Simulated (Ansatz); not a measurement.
**Pb under changes of volume**

One of the cells (40.672 Å³/atom); the others are scaled copies at fixed shape and fractional positions:

```
CELL_PARAMETERS angstrom
0.00000 3.43900 3.43900
3.43900 0.00000 3.43900
3.43900 3.43900 0.00000
ATOMIC_POSITIONS crystal
Pb 0.25000 0.25000 0.25000
Pb 0.00000 0.00000 0.00000
```

This isn't the form of Pb at room conditions, which is fcc.

| Item | Value |
| --- | --- |
| Program | Ansatz 0.2.0 |
| Functional | r2SCAN |
| Potentials or basis | Ansatz PAW |
| Cutoff | 500 eV (not typed: the program's choice for these potentials) |
| k mesh | 7 × 7 × 7 |
| Occupations | fermi-dirac, width 0.05 eV |
| Spin | no spin polarisation |

```tsv
volume (Å³/atom)	energy over the lowest point (meV/atom)	pressure (GPa)
38.232	38.52	3.6
39.045	22.78	2.6
39.859	?	?
40.672	4.23	1.1
41.486	0.52	0.4
42.299	0.00	-0.2
43.112	2.33	-0.7
```

What does the run at 39.859 Å³/atom give?

Energy over the lowest point 11.51 meV/atom; pressure 1.8 GPa.

Worked out: A Birch-Murnaghan fit of order 3 (a polynomial in V^(-2/3)) to the other rows has its minimum at 42.03 Å³/atom with B0 = V·E''(V) = 30 GPa and B' = 4.8. It gives 11.50 meV/atom at 39.859 Å³/atom, against the run's 11.51, and -dE/dV = 1.8 GPa, against 1.8.

Energies are extrapolated to zero smearing.

Caveats: the PAW data sets come from PBE, with cores solved anew for the run's functional, which leaves a small shift of forces and pressure.
